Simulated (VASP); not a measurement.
# Pd: energy at fixed spin moment

Pd, Fm-3m (no. 225), 1 atom in the cell. PBE, fixed spin moment; PAW potentials Pd (PBE set).

Volume against the source cell: 1.

## Input

INCAR.step1:
```
SYSTEM = Pd
PREC = Accurate
ENCUT = 450
EDIFF = 1E-7
NELM = 200
ALGO = Normal
ISMEAR = 1
SIGMA = 0.1
LREAL = .FALSE.
LASPH = .TRUE.
LMAXMIX = 4
LORBIT = 11
LWAVE = .FALSE.
LCHARG = .FALSE.
GGA = PE
ISPIN = 2
ISIF = 2
NUPDOWN = 0.0
MAGMOM = 0
```

INCAR.step2, as INCAR.step1 but for:
```
- NUPDOWN = 0.0
- MAGMOM = 0
+ NUPDOWN = 0.13
+ MAGMOM = 0.13
```

INCAR.step3 to INCAR.step9 change the same tags again: MAGMOM = 0.26, 0.39, 0.52, 0.65, 0.78, 0.91, 1.04; NUPDOWN = 0.26, 0.39, 0.52, 0.65, 0.78, 0.91, 1.04.

INCAR.step10, as INCAR.step9 but for:
```
- NUPDOWN = 1.04
```

KPOINTS:
```
k-points
0
Gamma
  18 18 18
```

POSCAR:
```
Pd
1.0
    0.0000000000      1.9465000000      1.9465000000
    1.9465000000      0.0000000000      1.9465000000
    1.9465000000      1.9465000000      0.0000000000
Pd
1
Direct
    0.0000000000      0.0000000000      0.0000000000
```

Commands (each step's output is kept before the next begins):
```
cat potpaw_PBE.64/Pd/POTCAR > POTCAR
cp INCAR.step1 INCAR
mpirun -np 4 vasp_std > vasp.out
rm WAVECAR CHG
cp INCAR.step2 INCAR
mpirun -np 4 vasp_std > vasp.out
rm WAVECAR CHG
cp INCAR.step3 INCAR
mpirun -np 4 vasp_std > vasp.out
rm WAVECAR CHG
cp INCAR.step4 INCAR
mpirun -np 4 vasp_std > vasp.out
rm WAVECAR CHG
cp INCAR.step5 INCAR
mpirun -np 4 vasp_std > vasp.out
rm WAVECAR CHG
cp INCAR.step6 INCAR
mpirun -np 4 vasp_std > vasp.out
rm WAVECAR CHG
cp INCAR.step7 INCAR
mpirun -np 4 vasp_std > vasp.out
rm WAVECAR CHG
cp INCAR.step8 INCAR
mpirun -np 4 vasp_std > vasp.out
rm WAVECAR CHG
cp INCAR.step9 INCAR
mpirun -np 4 vasp_std > vasp.out
rm WAVECAR CHG
cp INCAR.step10 INCAR
mpirun -np 4 vasp_std > vasp.out
```

## Result

- Moment at the minimum, by a parabola in the squared moment through the lowest point and its neighbours (muB per cell): 0.23
- Energy there by the same parabola, against the smallest moment (meV/atom): -0.9
- Moment left free (muB per cell): 0.21

Energy at fixed total moment:

| Moment (muB per cell) | Energy (meV/atom) | Pressure (GPa) |
|---|---|---|
| 0.00 | 0.0 | 6.7 |
| 0.13 | -0.5 | 6.7 |
| 0.26 | -0.8 | 6.9 |
| 0.39 | 2.0 | 7.3 |
| 0.52 | 17.0 | 7.6 |
| 0.65 | 62.3 | 7.9 |
| 0.78 | 143.7 | 8.8 |
| 0.91 | 265.2 | 9.9 |
| 1.04 | 417.3 | 11.4 |

VASP 6.6.1 took 104 s on 4 cores (Intel Xeon 6975P-C (Granite Rapids)), a shared host.
